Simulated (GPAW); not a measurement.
# K K ELNES/XANES of KF (Carobbiite, Fm-3m) from DFT, part 3 of 3

How does the K K edge of KF (Carobbiite, Fm-3m) move when the bonds are compressed or stretched?

GPAW 26.7.0; X-ray absorption from dipole matrix elements to empty bands, plane-wave PAW PBE.

So far. Step 4 (Spectrum with FCH, K atom 1): The hole costs E(hole) − E(ground) = 3618.39 eV, and the lowest empty level of the hole cell on the spectrum's mesh lies at 5.54 eV, which puts the zero at 3623.93 eV. One term is added: -19.86 eV, since the hole is spin-paired here and a spin-polarised one costs that much less in the free atom (computed apart). The photon energy is then 3604.07 eV. The tabulated edge of the element is 3608.4 eV.

## 8. Spectrum with FCH, K atom 1

Shorter bonds are expected to push antibonding states and scattering resonances up, and longer ones down; the cell is scaled to test that.

Changed against the first core-hole run: volume scale from 1 to 1.03.

Input file xas.py:

```python
import numpy as np
from ase import Atoms
from ase.parallel import parprint, paropen
from gpaw import GPAW, PW, FermiDirac, Mixer, MixerDif, setup_paths
from gpaw.test import gen
setup_paths.insert(0, '.')
gen('K', name='fch1s', xcname='PBE', corehole=(1, 0, 1), write_xml=True)
from gpaw.mpi import world
world.barrier()

atoms = Atoms('K6F6',
    cell=[[2.69830568, 5.39661136, 2.69830568],
     [2.69830568, -5.39661136, 2.69830568],
     [2.69830568, -2.69830568, -5.39661136]],
    scaled_positions=[[0, 0, 0],
     [0.66666667, 0, 0.33333333],
     [0.5, 0.5, 0],
     [0.33333333, 0, 0.66666667],
     [0.16666667, 0.5, 0.33333333],
     [0.83333333, 0.5, 0.66666667],
     [0.75, 0.25, 0],
     [0.41666667, 0.25, 0.33333333],
     [0.25, 0.75, 0],
     [0.08333333, 0.25, 0.66666667],
     [0.91666667, 0.75, 0.33333333],
     [0.58333333, 0.75, 0.66666667]],
    pbc=True)
atoms.calc = calc = GPAW(legacy_gpaw=True, mode=PW(500, force_complex_dtype=True), xc='PBE', setups={0: 'fch1s'},
    kpts={'size': (3, 2, 3), 'gamma': True}, occupations=FermiDirac(0.02),
    charge=0, mixer=Mixer(0.1, 5, 50), maxiter=150,
    convergence={'density': 0.0001, 'eigenstates': 1e-6}, txt='scf.txt')
energy = atoms.get_potential_energy() + calc.get_reference_energy()
ef = calc.get_fermi_level()
out = dict(energy=energy, fermi=ef, forces=atoms.get_forces().tolist())
parprint(f'all-electron energy {energy:.4f} eV, Fermi level {ef:.4f} eV')
ev = np.array([[calc.get_eigenvalues(k, s) for k in range(len(calc.get_ibz_k_points()))] for s in range(calc.get_number_of_spins())])
out['homo'], out['lumo'], out['counts'] = ev[ev < ef].max(), ev[ev > ef].min(), sorted(set((ev < ef).sum((0, 2)).tolist()))
out['filled'] = (ev[:, 0] < ef).sum(1).tolist()

from ase.units import Ha
from gpaw.xas import dipole_matrix_elements
nb = int(calc.get_number_of_electrons() / 2) + 143
top, nb = nb, nb + 8 + nb // 12
nscf = calc.fixed_density(kpts={'size': (3, 3, 3), 'gamma': True}, nbands=nb,
    convergence={'bands': top, 'eigenstates': 1e-5}, maxiter=60, txt='nscf.txt')
cell = atoms.cell.array
ops = [cell.T @ U.T @ np.linalg.inv(cell.T) for U in nscf.wfs.kd.symmetry.op_scc]
filled = [48]  # bands filled in the ground state, by spin
E = np.arange(-6, 34, 0.1)
fwhm = np.interp(E, [4, 25], [0.9, 3.5])
Y, X, zero, highest = 0, 0, 1e9, 1e9
for spin in range(nscf.get_number_of_spins()):
    wfs = nscf.wfs
    A = dipole_matrix_elements(wfs.setups[0])
    eps = np.zeros((wfs.kd.nibzkpts, nb))
    d = np.zeros((3, A.shape[1], wfs.kd.nibzkpts, nb), complex)
    for kpt in wfs.kpt_u:
        if kpt.s == spin and 0 in kpt.P_ani:
            eps[kpt.k] = kpt.eps_n * Ha
            d[:, :, kpt.k] = (kpt.weight * wfs.nspins / 2) ** 0.5 * np.inner(A, kpt.P_ani[0])
    world.sum(eps)
    world.sum(d)
    T = np.einsum('amkn,bmkn->abkn', d, d.conj()).real
    T = sum(np.einsum('ai,ijkn,bj->abkn', R, T, R) for R in ops) / len(ops)
    empty = np.ones_like(eps, bool) & (np.arange(nb) >= filled[spin])
    zero, highest = min(zero, eps[empty].min()), min(highest, eps[:, top - 1].min())
    lines = [(eps, T, empty)] if spin == 0 else lines + [(eps, T, empty)]
for eps, T, empty in lines:
    f = np.einsum('aakn->akn', T).reshape(3, -1)
    x = eps.ravel() - zero
    w = np.interp(x, E, fwhm) / 2.35482
    g = np.exp(-0.5 * ((E[:, None] - x) / w) ** 2) / (w * (2 * np.pi) ** 0.5)
    Y = Y + (f * empty.ravel()) @ g.T
    X = X + (f * ~empty.ravel()) @ g.T
out.update(E=E.round(2).tolist(), xas=Y.tolist(), xes=X.tolist(), zero=zero, valid=highest - zero, nk=len(eps), nb=nb)
for i in range(0, len(E), 10):
    parprint(f'{E[i]:7.2f}', *(f'{v:10.3e}' for v in Y[:, i]))
import json
with paropen('out.json', 'w') as f:
    json.dump(out, f)
```

Started as:

```console
$ OMP_NUM_THREADS=1 mpirun -n 4 gpaw python xas.py
```

Numbers of over 12 decimals in the logs are rounded to 6 here.

The program printed:

```text
Input parameters:
  convergence: {density: 0.0001,
                eigenstates: 1e-06}
  kpts: {gamma: True,
         size: (3, 2, 3)}
  maxiter: 150
  mixer: {backend: pulay,
          beta: 0.1,
          method: separate,
          nmaxold: 5,
          weight: 50}
  mode: {ecut: 500.0,
         force_complex_dtype: True,
         name: pw}
  occupations: {fixmagmom: False,
                name: fermi-dirac,
[...]
*p    :    -0.289847
*d    :     0.000000
--------------------------------

Diagonalizing with gridspacing h=0.050

state   all-electron     PAW
-------------------------------
3s:      -1.931532    -1.932218
3p:      -1.289847    -1.291422
*d:                   -0.307940
*f:                   -0.034939
-------------------------------
all-electron energy -111009.2763 eV, Fermi level 0.7934 eV
[...]
32.00  5.855e-07  5.742e-07  5.855e-07
  33.00  6.271e-07  6.059e-07  6.271e-07
[key lines of the parts left out:]
Converged after 16 iterations.
Dipole moment: (0.000000, -0.000000, 0.000000) |e|*Ang
Free energy:    -61.565518
Fermi level: 0.79336
```

Elapsed: 2 min, on 4 MPI ranks of Arm Neoverse V2, shared host; peak memory 0.37 GiB; 7.9 min of CPU time.

| E (eV) | first run | this run |
| --- | --- | --- |
| -2.0 | 0.00 | 0.00 |
| -1.0 | 0.00 | 0.00 |
| 0.0 | 0.00 | 0.00 |
| 1.0 | 0.07 | 0.07 |
| 2.0 | 0.25 | 0.28 |
| 3.0 | 2.13 | 2.07 |
| 4.0 | 1.66 | 1.69 |
| 5.0 | 0.43 | 0.42 |
| 6.0 | 0.48 | 0.48 |
| 7.0 | 0.50 | 0.53 |
| 8.0 | 0.77 | 0.83 |
| 9.0 | 1.33 | 1.46 |
| 10.0 | 2.12 | 2.25 |
| 11.0 | 2.55 | 2.59 |
| 12.0 | 2.23 | 2.03 |
| 13.0 | 1.16 | 1.01 |
| 14.0 | 0.71 | 0.70 |
| 15.0 | 0.71 | 0.70 |
| 16.0 | 0.66 | 0.63 |
| 17.0 | 0.60 | 0.58 |
| 18.0 | 0.57 | 0.57 |
| 19.0 | 0.59 | 0.61 |
| 20.0 | 0.67 | 0.72 |
| 21.0 | 0.79 | 0.85 |
| 22.0 | 0.91 | 0.96 |
| 23.0 | 1.01 | 1.05 |
| 24.0 | 1.07 | 1.09 |
| 25.0 | 1.06 | 1.04 |
| 26.0 | 0.99 | 0.95 |
| 27.0 | 0.90 | 0.88 |
| 28.0 | 0.85 | 0.83 |
| 29.0 | 0.80 | 0.76 |
| 30.0 | 0.71 | 0.68 |

Against the first run the r.m.s. difference is 6 %. The highest intensity below 24 eV goes from 11.3 eV (2.58) to 11.1 eV (2.59).

The photon energy of the zero moves by -0.02 eV.

## 9. Reference energy of the supercell

The cell changes for the next run, so it gets a reference energy of its own.

The cell differs from the one that the last finished run ended in (a 6.609 → 6.735 Å, b 6.609 → 6.735 Å, c 6.609 → 6.735 Å).

Input file scf.py:

```python
import numpy as np
from ase import Atoms
from ase.parallel import parprint, paropen
from gpaw import GPAW, PW, FermiDirac, Mixer, MixerDif, setup_paths
from gpaw.test import gen
setup_paths.insert(0, '.')
gen('K', name='nch1s', xcname='PBE', corehole=(1, 0, 0), write_xml=True)
from gpaw.mpi import world
world.barrier()

atoms = Atoms('K6F6',
    cell=[[2.7497143, 5.4994286, 2.7497143],
     [2.7497143, -5.4994286, 2.7497143],
     [2.7497143, -2.7497143, -5.4994286]],
    scaled_positions=[[0, 0, 0],
     [0.66666667, 0, 0.33333333],
     [0.5, 0.5, 0],
     [0.33333333, 0, 0.66666667],
     [0.16666667, 0.5, 0.33333333],
     [0.83333333, 0.5, 0.66666667],
     [0.75, 0.25, 0],
     [0.41666667, 0.25, 0.33333333],
     [0.25, 0.75, 0],
     [0.08333333, 0.25, 0.66666667],
     [0.91666667, 0.75, 0.33333333],
     [0.58333333, 0.75, 0.66666667]],
    pbc=True)
atoms.calc = calc = GPAW(legacy_gpaw=True, mode=PW(500, force_complex_dtype=True), xc='PBE', setups={0: 'nch1s'},
    kpts={'size': (3, 2, 3), 'gamma': True}, occupations=FermiDirac(0.02),
    charge=0, mixer=Mixer(0.1, 5, 50), maxiter=150,
    convergence={'density': 0.0001, 'eigenstates': 1e-6}, txt='scf.txt')
energy = atoms.get_potential_energy() + calc.get_reference_energy()
ef = calc.get_fermi_level()
out = dict(energy=energy, fermi=ef, forces=atoms.get_forces().tolist())
parprint(f'all-electron energy {energy:.4f} eV, Fermi level {ef:.4f} eV')
ev = np.array([[calc.get_eigenvalues(k, s) for k in range(len(calc.get_ibz_k_points()))] for s in range(calc.get_number_of_spins())])
out['homo'], out['lumo'], out['counts'] = ev[ev < ef].max(), ev[ev > ef].min(), sorted(set((ev < ef).sum((0, 2)).tolist()))
out['filled'] = (ev[:, 0] < ef).sum(1).tolist()
import json
with paropen('out.json', 'w') as f:
    json.dump(out, f)
```

Started as:

```console
$ OMP_NUM_THREADS=1 mpirun -n 4 gpaw python scf.py
```

The program printed:

```text
Input parameters:
  convergence: {density: 0.0001,
                eigenstates: 1e-06}
  kpts: {gamma: True,
         size: (3, 2, 3)}
  maxiter: 150
  mixer: {backend: pulay,
          beta: 0.1,
          method: separate,
          nmaxold: 5,
          weight: 50}
  mode: {ecut: 500.0,
         force_complex_dtype: True,
         name: pw}
  occupations: {fixmagmom: False,
                name: fermi-dirac,
[...]
3s(2) :    -1.298661     0.973389
4s(1) :    -0.085214     0.996539
3p(6) :    -0.691375     0.723628
*p    :     0.308625
*d    :     0.000000
--------------------------------

Diagonalizing with gridspacing h=0.050

state   all-electron     PAW
-------------------------------
3s:      -1.298661    -1.299239
3p:      -0.691375    -0.692667
*d:                    0.007875
*f:                    0.052153
-------------------------------
all-electron energy -114627.9487 eV, Fermi level 0.5984 eV
[key lines of the parts left out:]
Converged after 16 iterations.
Dipole moment: (-0.000000, 0.000000, 0.000000) |e|*Ang
Free energy:    -49.944276
Fermi level: 0.59840
```

The job ended after 22 s (4 MPI ranks; peak memory 0.28 GiB; 87 s of CPU time).

Reference energy: -114627.949 eV with the cores included.

## 10. Spectrum with FCH, K atom 1

Shorter bonds are expected to push antibonding states and scattering resonances up, and longer ones down; the cell is scaled to test that.

Changed against the first core-hole run: volume scale from 1 to 1.09.

xas.py: that of step 8 with these lines changed.

```diff
@@ -11,5 +11,5 @@
 atoms = Atoms('K6F6',
-    cell=[[2.69830568, 5.39661136, 2.69830568],
-     [2.69830568, -5.39661136, 2.69830568],
-     [2.69830568, -2.69830568, -5.39661136]],
+    cell=[[2.7497143, 5.4994286, 2.7497143],
+     [2.7497143, -5.4994286, 2.7497143],
+     [2.7497143, -2.7497143, -5.4994286]],
     scaled_positions=[[0, 0, 0],
@@ -41,3 +41,3 @@
 from gpaw.xas import dipole_matrix_elements
-nb = int(calc.get_number_of_electrons() / 2) + 143
+nb = int(calc.get_number_of_electrons() / 2) + 151
 top, nb = nb, nb + 8 + nb // 12
```

Started as:

```console
$ OMP_NUM_THREADS=1 mpirun -n 4 gpaw python xas.py
```

The program printed:

```text
Input parameters:
  convergence: {density: 0.0001,
                eigenstates: 1e-06}
  kpts: {gamma: True,
         size: (3, 2, 3)}
  maxiter: 150
  mixer: {backend: pulay,
          beta: 0.1,
          method: separate,
          nmaxold: 5,
          weight: 50}
  mode: {ecut: 500.0,
         force_complex_dtype: True,
         name: pw}
  occupations: {fixmagmom: False,
                name: fermi-dirac,
[...]
*p    :    -0.289847
*d    :     0.000000
--------------------------------

Diagonalizing with gridspacing h=0.050

state   all-electron     PAW
-------------------------------
3s:      -1.931532    -1.932218
3p:      -1.289847    -1.291422
*d:                   -0.307940
*f:                   -0.034939
-------------------------------
all-electron energy -111008.7291 eV, Fermi level 0.4847 eV
[...]
32.00  6.851e-07  6.653e-07  6.851e-07
  33.00  8.122e-07  8.000e-07  8.122e-07
[key lines of the parts left out:]
Converged after 21 iterations.
Dipole moment: (-0.000000, 0.000000, 0.000000) |e|*Ang
Free energy:    -61.018373
Fermi level: 0.48466
```

Wall time 2.3 min (4 MPI ranks); peak memory 0.38 GiB.

| E (eV) | first run | this run |
| --- | --- | --- |
| -2.0 | 0.00 | 0.00 |
| -1.0 | 0.00 | 0.00 |
| 0.0 | 0.00 | 0.01 |
| 1.0 | 0.07 | 0.06 |
| 2.0 | 0.25 | 0.34 |
| 3.0 | 2.13 | 1.98 |
| 4.0 | 1.66 | 1.72 |
| 5.0 | 0.43 | 0.41 |
| 6.0 | 0.48 | 0.47 |
| 7.0 | 0.50 | 0.59 |
| 8.0 | 0.77 | 0.96 |
| 9.0 | 1.33 | 1.73 |
| 10.0 | 2.12 | 2.45 |
| 11.0 | 2.55 | 2.55 |
| 12.0 | 2.23 | 1.61 |
| 13.0 | 1.16 | 0.81 |
| 14.0 | 0.71 | 0.69 |
| 15.0 | 0.71 | 0.66 |
| 16.0 | 0.66 | 0.58 |
| 17.0 | 0.60 | 0.55 |
| 18.0 | 0.57 | 0.58 |
| 19.0 | 0.59 | 0.68 |
| 20.0 | 0.67 | 0.83 |
| 21.0 | 0.79 | 0.95 |
| 22.0 | 0.91 | 1.05 |
| 23.0 | 1.01 | 1.10 |
| 24.0 | 1.07 | 1.07 |
| 25.0 | 1.06 | 0.97 |
| 26.0 | 0.99 | 0.88 |
| 27.0 | 0.90 | 0.83 |
| 28.0 | 0.85 | 0.78 |
| 29.0 | 0.80 | 0.70 |
| 30.0 | 0.71 | 0.65 |

Against the first run the r.m.s. difference is 16 %. The highest intensity below 24 eV goes from 11.3 eV (2.58) to 10.7 eV (2.62).

The photon energy of the zero moves by -0.04 eV.

## 11. The volumes side by side

| volume | nearest distance (Å) | shift of the zero (eV) | maximum 1 (eV above own zero) | maximum 2 (eV above own zero) | maximum 3 (eV above own zero) |
| --- | --- | --- | --- | --- | --- |
| 0.94 | 2.617 | +0.05 | 3.3 | 11.7 | 25.4 |
| 1 | 2.672 | +0.00 | 3.4 | 11.3 | 24.4 |
| 1.03 | 2.698 | -0.02 | 3.5 | 11.1 | 24.0 |
| 1.09 | 2.750 | -0.04 | 3.5 | 10.7 | 23.2 |

The curves, each shifted by its zero's change so that they share one photon-energy axis, counted from the zero at V × 1:

| E (eV) | V × 0.94 | V × 1 | V × 1.03 | V × 1.09 |
| --- | --- | --- | --- | --- |
| -2.0 | 0.00 | 0.00 | 0.00 | 0.00 |
| -1.0 | 0.00 | 0.00 | 0.00 | 0.00 |
| 0.0 | 0.00 | 0.00 | 0.01 | 0.01 |
| 1.0 | 0.07 | 0.07 | 0.07 | 0.06 |
| 2.0 | 0.18 | 0.25 | 0.30 | 0.40 |
| 3.0 | 2.19 | 2.13 | 2.09 | 2.02 |
| 4.0 | 1.65 | 1.66 | 1.65 | 1.62 |
| 5.0 | 0.48 | 0.43 | 0.42 | 0.40 |
| 6.0 | 0.49 | 0.48 | 0.48 | 0.48 |
| 7.0 | 0.45 | 0.50 | 0.53 | 0.60 |
| 8.0 | 0.67 | 0.77 | 0.84 | 0.98 |
| 9.0 | 1.08 | 1.33 | 1.48 | 1.77 |
| 10.0 | 1.80 | 2.12 | 2.26 | 2.47 |
| 11.0 | 2.35 | 2.55 | 2.59 | 2.53 |
| 12.0 | 2.49 | 2.23 | 2.01 | 1.57 |
| 13.0 | 1.63 | 1.16 | 1.00 | 0.79 |
| 14.0 | 0.82 | 0.71 | 0.70 | 0.69 |
| 15.0 | 0.71 | 0.71 | 0.70 | 0.65 |
| 16.0 | 0.72 | 0.66 | 0.63 | 0.58 |
| 17.0 | 0.65 | 0.60 | 0.58 | 0.55 |
| 18.0 | 0.60 | 0.57 | 0.57 | 0.58 |
| 19.0 | 0.58 | 0.59 | 0.61 | 0.69 |
| 20.0 | 0.60 | 0.67 | 0.72 | 0.83 |
| 21.0 | 0.68 | 0.79 | 0.85 | 0.96 |
| 22.0 | 0.78 | 0.91 | 0.96 | 1.05 |
| 23.0 | 0.89 | 1.01 | 1.05 | 1.10 |
| 24.0 | 0.99 | 1.07 | 1.09 | 1.07 |
| 25.0 | 1.06 | 1.06 | 1.04 | 0.97 |
| 26.0 | 1.06 | 0.99 | 0.95 | 0.88 |
| 27.0 | 0.98 | 0.90 | 0.88 | 0.83 |
| 28.0 | 0.89 | 0.85 | 0.83 | 0.78 |
| 29.0 | 0.85 | 0.80 | 0.76 | 0.70 |
| 30.0 | 0.79 | 0.71 | 0.68 | 0.65 |

## 12. Outcome

| Item | Value |
| --- | --- |
| absorber and edge | K K, atom 1 of the ground-state input (counted from 1) |
| surroundings | 6 F at 2.67 Å (octahedral, site symmetry m-3m) |
| highest intensity below 24 eV | 11.3 eV above the zero, height 2.58 |
| photon energy of the zero, with the added terms | 3604.1 eV (raw 3623.9 eV; uncertain by a few eV) |

In words: From V × 0.94 to V × 1.09 the nearest distance grows by 0.132 Å and the zero moves by -0.09 eV. Above their own zero, the maxima move from 3.3 to 3.5 eV, from 11.7 to 10.7 eV and from 25.4 to 23.2 eV. The one highest in energy moves most, in the direction that the rule ΔE·R² ≈ constant for scattering resonances gives. The K K edge of atom 1, with 6 F at 2.67 Å (octahedral, site symmetry m-3m), has its highest intensity of the first 24 eV at 11.3 eV above the zero, near 3615 eV in photon energy (uncertain by a few eV), 2.6 times the mean level of the first 20 eV (Gaussian full width 0.9 eV up to 4 eV, rising linearly to 3.5 eV at 25 eV). The mesh is coarse (0.39 Å⁻¹ between points), so small maxima may be mesh ripples. The structure is a published determination, not relaxed.

[Banner, clock and machine lines of the logs are left out without a mark of their own.]

[Logs are printed without paths, hosts, clocks, repeated set-up lines and the standing remarks that a program may print on its own settings, such as how far it seeks lower states.]

[Hosts, paths, dates, database ids (printed as entryN), source tags and the programs' standing remarks are cut or masked in the printed files.]

[Lists of maxima count a maximum above −3 eV only where it reaches 4 % of the highest in the window and stands out from its surroundings by 2 % of it (1.5 % where it reaches 55 %); shoulders and weaker maxima are passed over, and of the rest the first, up to two pre-edge ones and the few strongest are named.]
